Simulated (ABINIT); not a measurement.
A run of ABINIT 10.8.3 (patched build):

File run.abi:

```
ndtset 2

pp_dirpath "./"
pseudos "Fe.GGA_PBE-JTH.xml"

acell 2.4993493153 2.4993493153 2.4993493153 Angstrom
rprim
    -0.5773502692     0.5773502692     0.5773502692
     0.5773502692    -0.5773502692     0.5773502692
     0.5773502692     0.5773502692    -0.5773502692
ntypat 1
znucl 26
natom 1
typat 1
xred
     0.0000000000     0.0000000000     0.0000000000

ecut 707.496042 eV
pawecutdg 48.0

ixc 14

occopt 3
tsmear 0.05 eV

nsppol 2
spinat
     0.0000000000     0.0000000000     3.0000000000

nstep 100

iomode 3
prtwf 0
prteig 0
prtebands 0
enunit 1
prtden1 1

kptopt1 1
ngkpt1 13 13 13
nshiftk1 1
shiftk1 0.0 0.0 0.0
nband1 13
tolvrs1 1.0e-9

iscf2 -2
getden2 1
nband2 19
nbdbuf2 4
tolwfr2 1.0e-11
kptopt2 -5
ndivsm2 8
prteig2 1
kptbounds2
     0.0000000000     0.0000000000     0.0000000000
     0.5000000000    -0.5000000000     0.5000000000
     0.0000000000     0.0000000000     0.5000000000
     0.0000000000     0.0000000000     0.0000000000
     0.2500000000     0.2500000000     0.2500000000
     0.5000000000    -0.5000000000     0.5000000000
```

Potentials or basis: JTH PAW PBE v2.0.

The run is started by

```console
$ abinit run.abi > log 2>&1
```

Hardware: 1 thread of Arm Neoverse V1 (shared host).

**Question.** Estimate the wall time of this run.

**Answer.** Wall time 61 s on 1 thread of Arm Neoverse V1 (shared host), peak memory 0.12 GiB. Counts: scf iterations 17, mpi ranks 1, k points 84, bands 13, plane waves 533.
